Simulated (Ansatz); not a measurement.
# BAs: stress in a strained cell

Aim: deform BAs (zz strain of +2 %) and compute stress, forces and field gradients with LAPW, PAW and all-electron datasets made for the crystal.

Program: Ansatz 0.2.0. Level of theory: DFT LDA, scalar-relativistic. These are calculated values, not measurements.

## Step 1: The system as given

The structure is cubic, space group F-43m (No. 216). Conventional cell: a = 4.777 Å, b = 4.777 Å, c = 4.777 Å, α = 90.00°, β = 90.00°, γ = 90.00°. B (site symmetry -43m) has 4 As at 2.07 Å as nearest neighbours. Around As (site symmetry -43m) lie 4 B at 2.07 Å.

Coordinates:

```xyz
2
Lattice="0.0000 2.3885 2.3885 2.3885 0.0000 2.3885 2.3885 2.3885 0.0000" Properties=species:S:1:pos:R:3 pbc="T T T"
B     0.0000    0.0000    0.0000
As    3.5827    3.5827    3.5827
```

Atoms are numbered in the order of the input: B1, As2.

## Step 2: The deformed structure

Space group F-43m before, I-4m2 after.

## Step 3: LAPW, all electrons

Contents of input.yaml:

```yaml
crystal:
  lattice:
    - [0.0, 2.3885, 2.43627]
    - [2.3885, 0.0, 2.43627]
    - [2.3885, 2.3885, 0.0]
  atoms:
    - { symbol: B, position: [0.0, 0.0, 0.0] }
    - { symbol: As, position: [0.75, 0.75, 0.75] }
kpoints:
  mp_grid: { grid: [13, 13, 13] }
  band_path:
    path:
      - [0.0, 0.0, 0.0]
      - [0.5, 0.0, 0.5]
      - [0.75, 0.25, 0.5]
      - [0.5, 0.5, 0.5]
      - [0.0, 0.0, 0.0]
      - [0.5, 0.5, 0.0]
      - [0.6298539023, 0.6298539023, 0.2597078047]
      - [0.3701460977, 0.3701460977, 0.7402921953]
      - [0.0, 0.0, 0.0]
    npoints: 5
scf:
  occupations: { method: fermi_dirac, width: 0.05 }
hamiltonian:
  xc: lda
  pseudopotentials: { kind: all_electron, lapw: { basis_error: 0.0005 } }
output:
  forces: true
  stress: true
  eigenvalues: true
```

Run with:

```
ansatz run input.yaml --threads 1 --pin off --max-ram 3072MiB --backend cpu --events-out ev --progress --plain --runs-dir out
```

The program printed:

```text
LAPW: plane waves up to 9.447 Å⁻¹, error target 5.0e-4 eV per atom; small_component_spin mean_spin; B in spheres of 0.864 Å, 5 of its electrons in bands, Dirac shells []; As in spheres of 1.218 Å, 23 of its electrons in bands, Dirac shells []
Engine: ansatz 0.2.0
Pseudopotentials: kind: all_electron
Pseudopotential: B, LAPW, valence charge 5, Koelling and Harmon's equation, gaussian nucleus
Pseudopotential: As, LAPW, valence charge 23, Koelling and Harmon's equation, gaussian nucleus
Functional definition: SPW92
  exchange = slater_x
  correlation = pw_c
Crystal: 2 atoms, lattice volume = 27.798 Å³
Basis set: ecut = 339.9960176508891 eV, 403 PW (Γ), exchange–correlation at level 2
Bands: 18, of which v1, the nominal top of the filled ones, is band 14 counted from 1 (13 counted from 0)
Symmetry: 8 space group operations
Space group: I-4m2 (ITA 119), of the structure as read, at distance tolerance 3.0e-5 Å
k-points: 196 of 2197 (time reversal used)
Non-local potential: B, projectors of the file, none
Non-local potential: As, projectors of the file, none
Initial density: superposition of atomic densities (chi_scale 0.1, normalization cell, long waves kept (reshape's long-wave potential 0.00 eV rms))
Initial wavefunctions: plane waves of lowest kinetic energy (no species holds an atomic orbital)
Functional: x = slater, c = lda
iter 1 solved again at ethr=6.35e-3 eV; its pass at ethr=1.00e-1 eV (dr2=1.78e0 eV) is discarded
SCF iter   1: F=—  HF=-62112.375412 eV  |F-HF|=—  |Δ(HF+E_count)|=         —  Δρ=6.94e-2  dr2=1.78e0  ethr=6.35e-3  ⟨swp⟩=2.0  Hψ=23469  notcnv=0
preconditioner: auto → none  [insulator: Δε(μ)=1.611 eV  Ē_g=12.238 eV  σ=0.050 eV  W_gap=1.00  n_scr=14 (ndim 8)  ℏωp=19.9 eV  f_vac=0.000  D(μ)=0.00/eV (n_scr^D=0)  ε∞_Penn≈3.6]
iter 2 solved again at ethr=5.51e-4 eV; its pass at ethr=6.35e-3 eV (dr2=1.54e-1 eV) is discarded
SCF iter   2: F=—  HF=-62111.774153 eV  |F-HF|=—  |Δ(HF+E_count)|=   6.01e-1  Δρ=2.37e-2  dr2=1.54e-1  ethr=5.51e-4  ⟨swp⟩=2.0  Hψ=18389  notcnv=0
SCF iter   3: F=—  HF=-62111.721558 eV  |F-HF|=—  |Δ(HF+E_count)|=   5.26e-2  Δρ=9.71e-3  dr2=2.11e-2  ethr=5.51e-4  ⟨swp⟩=2.0  Hψ=10000  notcnv=0
SCF iter   4: F=—  HF=-62111.715670 eV  |F-HF|=—  |Δ(HF+E_count)|=         —  Δρ=2.45e-3  dr2=1.32e-3  ethr=7.53e-5  ⟨swp⟩=2.0  Hψ=9618  notcnv=0
the basis was enlarged: its passes take 161.3 KiB over the memory plan, 1 of 1 planned eigensolver slots
SCF iter   5: F=—  HF=-62111.714812 eV  |F-HF|=—  |Δ(HF+E_count)|=   8.58e-4  Δρ=4.84e-4  dr2=3.16e-5  ethr=4.71e-6  ⟨swp⟩=2.5  Hψ=9351  notcnv=0
SCF iter   6: F=—  HF=-62111.714812 eV  |F-HF|=—  |Δ(HF+E_count)|=   5.77e-7  Δρ=6.36e-5  dr2=7.37e-7  ethr=1.13e-7  ⟨swp⟩=2.0  Hψ=9212  notcnv=0
SCF iter   7: F=-62111.714812 eV  HF=-62111.714812 eV  |F-HF|=5.24e-10  |Δ(HF+E_count)|=   8.23e-8  Δρ=2.81e-6  dr2=1.16e-9  ethr=2.63e-9  ⟨swp⟩=2.0  Hψ=9212  notcnv=0
SCF 1 converged in 7 iterations: F = -62111.714812 eV  dr2 = 1.16e-9
NSCF: frozen V_eff on 41 k-points
SCF converged after 7 iterations
Free energy (F): -62111.714812 eV
Harris-Foulkes:  -62111.714812 eV  (|F-HF|=5.24e-10)
Internal energy: -62111.714811 eV  (E = F + TS)
E sigma→0 (E₀):  -62111.714812 eV
Entropy (-TS):   -0.000000 eV (-0.000 meV/atom)
Fermi energy:    11.672904 eV
--- Per-component energies (eV) ---
  E_band       = -1580.589866
  E_kinetic    = 63451.210449
  E_xc         = -2302.711100
  E_electrostatic = -123260.214161  (all electrons and nuclei)
  E_smearing   = -0.000000  (= −TS)
  E_closure    = 0.000000  (closes the sum)
  E_atoms      = -62098.797274  (free atoms, spherical and without spin; not in F)
  Σ components = -62111.714812   (vs F -62111.714812, Δ=0.00e0)
  Basis errors (estimates in eV, not in F): energy 2.7e-4 per atom: plane waves 2.5e-4 (1.5e-4 summed), levels above the bands 8.2e-79, relativity 3.2e-9, radial functions 1.1e-5, core shells 1.3e-10; eigenvalues (radial functions only) 1.2e-6; not estimated: angular momenta, meshes, grids; target (lapw.basis_error) 5.0e-4; muffin-tin radii B 0.864 Å, As 1.218 Å
--- Forces (eV/Å), atoms counted from 1 ---
  atom   1  B     -0.00000000    -0.00000000     0.00000000
  atom   2  As     0.00000000    -0.00000000     0.00000000
  max |Σ_I F_I| component: 2.78e-17 eV/Å
--- Stress (GPa, compression-positive) ---
       -5.015586       0.000000      -0.000000
        0.000000      -5.015586       0.000000
       -0.000000       0.000000      -9.188330
  P = ⅓ Tr σ = -6.4065 GPa (-64.065 kbar)
--- Band table (eV; the first three rows and the last of 196) ---
  k-point 0: bands = ["-173.2369", "-160.5552", "-117.1551", "-117.1551", "-117.1526", "-24.7384", "-24.7361", "-24.7361", "-24.7156", "-24.7144", "-4.0884", "10.9936", "11.1870", "11.1870", "14.3128", "14.3128", "14.4386", "15.5168"]
  k-point 1: bands = ["-173.2369", "-160.5552", "-117.1551", "-117.1551", "-117.1526", "-24.7380", "-24.7358", "-24.7356", "-24.7156", "-24.7143", "-3.9933", "10.2158", "10.8799", "11.0056", "14.4271", "14.5585", "14.6606", "16.0951"]
  k-point 2: bands = ["-173.2369", "-160.5552", "-117.1551", "-117.1551", "-117.1527", "-24.7370", "-24.7351", "-24.7346", "-24.7156", "-24.7141", "-3.7108", "8.5100", "10.4575", "10.6080", "14.3158", "15.1023", "15.1628", "17.3333"]
  k-point 195: bands = ["-173.2369", "-160.5552", "-117.1551", "-117.1551", "-117.1527", "-24.7421", "-24.7224", "-24.7222", "-24.7190", "-24.7108", "-0.1622", "2.7597", "6.8789", "7.3175", "12.7417", "13.2560", "21.9208", "21.9297"]
```

It took 52 s on 1 thread of Intel Xeon Platinum 8488C (Sapphire Rapids), shared host; peak memory 0.54 GiB.

Result: pressure -6.41 GPa; gap 1.00 eV, indirect from Γ to Γ–X.

## Step 4: Frozen-core PAW

Contents of input.yaml:

```yaml
crystal:
  lattice:
    - [0.0, 2.3885, 2.43627]
    - [2.3885, 0.0, 2.43627]
    - [2.3885, 2.3885, 0.0]
  atoms:
    - { symbol: B, position: [0.0, 0.0, 0.0] }
    - { symbol: As, position: [0.75, 0.75, 0.75] }
kpoints:
  mp_grid: { grid: [13, 13, 13] }
scf:
  occupations: { method: fermi_dirac, width: 0.05 }
hamiltonian:
  xc: lda
  pseudopotentials: { kind: paw }
output:
  forces: true
  stress: true
  eigenvalues: true
  efg: { contact_densities: true }
```

Run with:

```
ansatz run input.yaml --threads 1 --pin off --max-ram 3072MiB --backend cpu --events-out ev --progress --plain --runs-dir out
```

The program printed:

```text
[... 1 set-up line as earlier in the session ...]
Pseudopotentials: kind: paw
Pseudopotential: B, paw, valence charge 3, recommended cutoff 420 eV (normal)
Pseudopotential: As, paw, valence charge 15, recommended cutoff 420 eV (normal)
[... 3 set-up lines as earlier in the session ...]
Crystal: 2 atoms, lattice volume = 27.798 Å³
Basis set: ecut = 420 eV, 533 PW (Γ)
Bands: 13, of which v1, the nominal top of the filled ones, is band 9 counted from 1 (8 counted from 0)
[... 2 set-up lines as earlier in the session ...]
k-points: 196 of 2197 (time reversal used)
Non-local potential: B, projectors of the file, l = 0: 2, l = 1: 2, l = 2: 1
Non-local potential: As, projectors of the file, l = 0: 2, l = 1: 2, l = 2: 3, l = 3: 1
PAW form: soft (Blöchl's): semilocal exchange-correlation on the pseudo side does not see the compensation charge
PAW frozen core: B, regenerated for the run's functional, and the local potential with it (the file was generated under x = pbe(κ = 0.804, μ = 0.2195149727645171), c = pbe(β = 0.06672455060314922))
PAW frozen core: As, regenerated for the run's functional, and the local potential with it (the file was generated under x = pbe(κ = 0.804, μ = 0.2195149727645171), c = pbe(β = 0.06672455060314922))
PAW one-centre angular grid: B, 110 points (default); XC on 64 Gauss nodes
PAW one-centre angular grid: As, 590 points (default); XC on 64 Gauss nodes
Initial density: superposition of atomic densities (neutral atoms: chi_scale 0, normalization atom), corrected by the library's trained network
Initial wavefunctions: pseudopotential atomic-orbital guess
[... 1 set-up line as earlier in the session ...]
SCF iter   1: F=—  HF=-4923.501944 eV  |F-HF|=—  |Δ(HF+E_count)|=         —  Δρ=7.06e-3  dr2=1.42e-2  ethr=1.77e-3  ⟨swp⟩=5.5  Hψ=14637  notcnv=0
preconditioner: auto → none  [insulator: Δε(μ)=0.999 eV  Ē_g=12.191 eV  σ=0.050 eV  W_gap=1.00  n_scr=8 (ndim 8)  ℏωp=19.9 eV  f_vac=0.001  D(μ)=0.00/eV (n_scr^D=0)  ε∞_Penn≈3.7]
SCF iter   2: F=—  HF=-4923.497537 eV  |F-HF|=—  |Δ(HF+E_count)|=   4.41e-3  Δρ=2.19e-3  dr2=8.43e-4  ethr=7.89e-5  ⟨swp⟩=2.0  Hψ=4974  notcnv=0
SCF iter   3: F=—  HF=-4923.497190 eV  |F-HF|=—  |Δ(HF+E_count)|=   3.47e-4  Δρ=1.06e-3  dr2=1.34e-4  ethr=4.68e-6  ⟨swp⟩=2.0  Hψ=4303  notcnv=0
SCF iter   4: F=—  HF=-4923.497165 eV  |F-HF|=—  |Δ(HF+E_count)|=   2.47e-5  Δρ=3.47e-4  dr2=1.31e-5  ethr=7.46e-7  ⟨swp⟩=1.0  Hψ=2548  notcnv=0
SCF iter   5: F=—  HF=-4923.497163 eV  |F-HF|=—  |Δ(HF+E_count)|=   2.61e-6  Δρ=4.79e-5  dr2=2.75e-7  ethr=7.30e-8  ⟨swp⟩=2.0  Hψ=4308  notcnv=0
SCF iter   6: F=-4923.497163 eV  HF=-4923.497163 eV  |F-HF|=4.66e-10  |Δ(HF+E_count)|=   1.10e-8  Δρ=4.05e-6  dr2=1.72e-9  ethr=5.56e-10  ⟨swp⟩=4.5  Hψ=8993  notcnv=0
SCF 1 converged in 6 iterations: F = -4923.497163 eV  dr2 = 1.72e-9
SCF converged after 6 iterations
Free energy (F): -4923.497163 eV
Harris-Foulkes:  -4923.497163 eV  (|F-HF|=4.66e-10)
Internal energy: -4923.497163 eV  (E = F + TS)
E sigma→0 (E₀):  -4923.497163 eV
Entropy (-TS):   -0.000000 eV (-0.000 meV/atom)
Fermi energy:    11.078271 eV
--- Per-component energies (eV) ---
  E_band       = -220.947993
  E_kinetic    = 151.734088
  E_local      = -1720.293709  (includes V_loc(G=0)·N_el)
  E_nonlocal   = -652.042578
  E_hartree    = 947.956319
  E_xc         = -110.737252
  E_vxc        = -117.477093  (∫ρ·V_xc dr)
  E_paw        = -1827.777435  (= ΣΔE_a)
  E_vpaw       = 221.218262  (= ΣTr[D̂ρ^β])
  E_aug_tail   = 0.000007  (compensation charges beyond the density's cutoff)
  E_ewald      = -1714.457667
  E_core_change = 2.121064  (= ΣΔE_core)
  E_smearing   = -0.000000  (= −TS)
  E_closure    = -0.000000  (closes the sum)
  Σ components = -4923.497163   (vs F -4923.497163, Δ=0.00e0)
--- Forces (eV/Å), atoms counted from 1 ---
  atom   1  B     -0.00000000    -0.00000000    -0.00000000
  atom   2  As    -0.00000000     0.00000000     0.00000000
  max |Σ_I F_I| component: 3.37e-16 eV/Å
--- Stress (GPa, compression-positive) ---
       -5.019185       0.000000      -0.000000
        0.000000      -5.019185       0.000000
        0.000000       0.000000      -9.191212
  P = ⅓ Tr σ = -6.4099 GPa (-64.099 kbar)
--- PAW observables at the nuclei: V_zz in 10²¹ V/m², potentials from the cell's mean, atoms counted from 1 ---
  atom   1  B  V_zz =    +0.019390   η = 0.0000   by run symmetry: allowed
            electrostatic potential = -326.288177 V   contact ρ = 475.580601 e/Å³
  atom   2  As V_zz =    +0.253885   η = 0.0000   by run symmetry: allowed
            electrostatic potential = -4515.913932 V   contact ρ = 234335.978083 e/Å³
--- Band table (eV; the first three rows and the last of 196) ---
  k-point 0: bands = ["-25.3493", "-25.3469", "-25.3469", "-25.3271", "-25.3257", "-4.6849", "10.3998", "10.5933", "10.5933", "13.7175", "13.7175", "13.8433", "14.9205"]
  k-point 1: bands = ["-25.3489", "-25.3466", "-25.3464", "-25.3271", "-25.3256", "-4.5897", "9.6217", "10.2861", "10.4118", "13.8316", "13.9632", "14.0653", "15.4991"]
  k-point 2: bands = ["-25.3480", "-25.3459", "-25.3454", "-25.3271", "-25.3255", "-4.3070", "7.9155", "9.8635", "10.0139", "13.7199", "14.5071", "14.5675", "16.7374"]
  k-point 195: bands = ["-25.3531", "-25.3332", "-25.3330", "-25.3304", "-25.3223", "-0.7548", "2.1639", "6.2837", "6.7224", "12.1462", "12.6603", "21.3257", "21.3346"]
```

It took 7.3 s on 1 thread of Intel Xeon Platinum 8488C (Sapphire Rapids), shared host; peak memory 0.45 GiB.

Result: pressure -6.41 GPa; gap on the k mesh 1.00 eV (an odd mesh misses the zone boundary); Vzz B1 0.02 (η = 0.00), As2 0.25 (η = 0.00) (10²¹ V/m²).

## Step 5: All-electron PAW on datasets made for the crystal

Changes to input.yaml since step 4:

```diff
@@ -14,3 +14,3 @@
   xc: lda
-  pseudopotentials: { kind: paw }
+  pseudopotentials: { kind: all_electron, datasets: crystal }
 output:
```

Run with:

```
ansatz run input.yaml --threads 1 --pin off --max-ram 3072MiB --backend cpu --events-out ev --progress --plain --runs-dir out
```

The program printed, shortened:

```text
[...]
[... 1 set-up line as earlier in the session ...]
Pseudopotential: B, paw, valence charge 3, recommended cutoff 240 eV (normal), Koelling and Harmon's equation, gaussian nucleus
Pseudopotential: As, paw, valence charge 15, recommended cutoff 240 eV (normal), Koelling and Harmon's equation, gaussian nucleus
[... 1 set-up line as earlier in the session ...]
[...]
Crystal: 2 atoms, lattice volume = 27.798 Å³
Basis set: ecut = 240 eV, 259 PW (Γ)
Bands: 8, of which v1, the nominal top of the filled ones, is band 4 counted from 1 (3 counted from 0)
[... 2 set-up lines as earlier in the session ...]
k-points: 196 of 2197 (time reversal used)
[...]
SCF iter   1: F=—  HF=-62112.147263 eV  |F-HF|=—  |Δ(HF+E_count)|=         —  Δρ=7.28e-2  dr2=1.81e0  ethr=2.44e-2  ⟨swp⟩=3.0  Hψ=10142  notcnv=0
[...]
--- Forces (eV/Å), atoms counted from 1 ---
  atom   1  B     -0.00000000     0.00000000     0.00000000
  atom   2  As     0.00000000    -0.00000000     0.00000000
[...]
--- Stress (GPa, compression-positive) ---
       -5.016795      -0.000000       0.000000
       -0.000000      -5.016795       0.000000
        0.000000       0.000000      -9.189157
  P = ⅓ Tr σ = -6.4076 GPa (-64.076 kbar)
  It holds what live shells' own plane waves past their cutoff add
--- PAW observables at the nuclei: V_zz in 10²¹ V/m², potentials from the cell's mean, atoms counted from 1 ---
  atom   1  B  V_zz =    +0.017354   η = 0.0000   by run symmetry: allowed
            electrostatic potential = -324.364095 V   contact ρ = 475.613490 e/Å³
  atom   2  As V_zz =    +0.255739   η = 0.0000   by run symmetry: allowed
            electrostatic potential = -4512.356255 V   contact ρ = 234403.108857 e/Å³
--- Band table (eV; the first three rows and the last of 196) ---
  k-point 0: bands = ["-4.0884", "10.9935", "11.1870", "11.1870", "14.3128", "14.3128"]
[...]
```

It took 11 s on 1 thread of Intel Xeon Platinum 8488C (Sapphire Rapids), shared host; peak memory 0.54 GiB.

In short: pressure -6.41 GPa; gap on the k mesh 1.01 eV (an odd mesh misses the zone boundary); Vzz B1 0.02 (η = 0.00), As2 0.26 (η = 0.00) (10²¹ V/m²).

## Step 6: Stress and forces compared

Stress (GPa, compression positive):

| method | xx | yy | zz | yz | xz | xy |
| --- | --- | --- | --- | --- | --- | --- |
| LAPW | -5.02 | -5.02 | -9.19 | 0.00 | 0.00 | 0.00 |
| PAW | -5.02 | -5.02 | -9.19 | 0.00 | 0.00 | 0.00 |
| crystal datasets | -5.02 | -5.02 | -9.19 | 0.00 | 0.00 | 0.00 |

| method | pressure (GPa) | gap on the k mesh (eV) | Vzz B1 (10²¹ V/m²) | Vzz As2 (10²¹ V/m²) | SCF cycles, all passes |
| --- | --- | --- | --- | --- | --- |
| LAPW | -6.41 | 1.01 | – | – | 7 |
| PAW | -6.41 | 1.00 | 0.02 | 0.25 | 6 |
| crystal datasets | -6.41 | 1.01 | 0.02 | 0.26 | 7 |

## Step 7: Summary of results

| quantity | value |
| --- | --- |
| pressure | LAPW -6.41, PAW -6.41, crystal datasets -6.41 GPa |
| largest shear or deviatoric stress (LAPW) | 2.78 GPa |

The largest part of the stress beyond the pressure is 2.78 GPa in size, in the zz component; the atoms are carried along and not relaxed. No run of the undeformed cell stands beside it, so the pressure holds what the given cell had before the change. PAW: stress within 0.01 GPa of LAPW. Crystal datasets: stress within 0.01 GPa of LAPW.
